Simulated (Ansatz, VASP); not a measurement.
# One calculation of Ni, two programs

```
CELL_PARAMETERS angstrom
-1.38372 1.38372 1.38372
1.38372 -1.38372 1.38372
1.38372 1.38372 -1.38372
ATOMIC_POSITIONS crystal
Ni 0.00000 0.00000 0.00000
```

This isn't the form of Ni at room conditions, which is fcc.

Alike in both runs: task single point; functional PBE; k mesh 13 × 13 × 13; occupations fermi-dirac, width 0.05 eV; collinear spin, ferromagnetic start.

|  | VASP | Ansatz |
| --- | --- | --- |
| version | VASP 6.6.1 | Ansatz 0.2.0 |
| potentials or method | VASP PAW PBE potentials, release 64 (Ni) | Ansatz PAW |
| plane-wave cutoff (eV) | 520 | 420 |
| valence electrons in the cell | 10 | 18 |

|  | VASP | Ansatz | Ansatz less VASP |
| --- | --- | --- | --- |
| gap on the k mesh at the Fermi level (eV) | none | none | - |
| pressure (GPa) | 7.8 | 7.8 | +0.07 |
| net moment per atom (μB) | 0.58 | 0.59 | +0.011 |
| size of the moment on the site where the two differ most (μB) | 0.58 | 0.62 | +0.034 |

Site moments also hang on the region over which each program counts them. A gap of «none» marks a metal or a gap that the smearing closes. The two sets of potentials don't hold the same shells in valence.
